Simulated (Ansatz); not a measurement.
Crystal: Mg.

```xyz
4
Lattice="3.1768 0.0000 0.0000 -1.5884 2.7512 0.0000 0.0000 0.0000 10.3189" Properties=species:S:1:pos:R:3 pbc="T T T"
Mg    1.5884    0.9171    7.7391
Mg    0.0000    0.0000    5.1594
Mg    0.0000    1.8341    2.5797
Mg    0.0000    0.0000    0.0000
```

- Program: Ansatz 0.2.0
- Task: single point
- Functional: PBEsol
- Potentials or basis: Ansatz PAW
- Cutoff: 420 eV (not typed: the program's choice for these potentials)
- k mesh: 10 × 10 × 3
- Occupations: fermi-dirac, width 0.05 eV
- Spin: no spin polarisation

On this cell: pressure 0.2 GPa; largest force under 0.003 eV/Å; band gap on the k mesh none (metal or under the smearing width).

The same run follows on a disturbed copy (atoms moved at random, drawn with an rms of 0.05 Å):

```
Mg
1.0
     3.17683    0.00000    0.00000
    -1.58841    2.75121    0.00000
     0.00000    0.00000   10.31886
Mg
4
Direct
  0.66260 0.32561 0.74739
  0.99409 0.98356 0.50147
  0.32416 0.67579 0.25611
  0.98175 0.99713 0.00036
```

What changes?

The energy (extrapolated to zero smearing) moves by +2.3 meV/atom; pressure 0.2 GPa; largest force 0.176 eV/Å; band gap on the k mesh none (metal or under the smearing width).

Forces on the atoms (eV/Å):
```
Mg  -0.014 -0.005  0.119
Mg  -0.028  0.037  0.013
Mg   0.019 -0.035 -0.171
Mg   0.023  0.003  0.040
```

Stress tensor (GPa, compression positive):
```
-0.02 -0.07 -0.02
-0.07 -0.17  0.01
-0.02  0.01  0.82
```

Caveats: the PAW data sets come from PBE, with cores solved anew for the run's functional, which leaves a small shift of forces and pressure.
